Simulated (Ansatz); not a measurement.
TePt:

```
CELL_PARAMETERS angstrom
3.95488 0.00000 0.00000
-1.97744 3.42502 0.00000
0.00000 0.00000 3.85976
ATOMIC_POSITIONS crystal
Pt 0.00000 0.00000 0.00000
Te 0.66667 0.33333 0.50000
```

Measurements of this composition are mostly on another form, of space group No. 166.

- Program: Ansatz 0.2.0
- Task: relaxation of cell and atoms
- Functional: r2SCAN
- Potentials or basis: Ansatz PAW
- Cutoff: 500 eV (not typed: the program's choice for these potentials)
- k mesh: 8 × 8 × 7
- Occupations: fermi-dirac, width 0.05 eV
- Spin: no spin polarisation
- Hubbard terms: Pt d U = 6 eV

At the start: volume 26.14 Å³/atom.

Task: Where does the relaxation end?

Result: It ends after 8 steps and the volume is 22.77 Å³/atom (-12.9 %); space group P-6m2 (No. 187, to 0.05 Å).

The path:
```csv
step,energy change (eV),largest force (eV/Å),volume (Å³)
1,0.0000,0.0000,52.28
2,-0.3421,0.0000,46.65
3,-0.4043,0.0000,43.90
4,-0.4371,0.0000,44.48
5,-0.4742,0.0000,45.09
6,-0.4826,0.0000,45.55
7,-0.4826,0.0000,45.54
8,-0.4824,0.0000,45.54
```

Final structure:
```
CELL_PARAMETERS angstrom
4.13003 0.00000 0.00000
-2.06501 3.57671 0.00000
0.00000 0.00000 3.08282
ATOMIC_POSITIONS crystal
Pt 0.00000 0.00000 0.00000
Te 0.66667 0.33333 0.50000
```

Caveat: the electronic state changed during the relaxation; the plane-wave basis is chosen anew once the cell has moved, so the energies of steps on either side of that aren't comparable; U without spin polarisation on a metal has little footing; the PAW data sets come from PBE, with cores solved anew for the run's functional, which leaves a small shift of forces and pressure; the U is typed as a test and isn't derived for this compound.
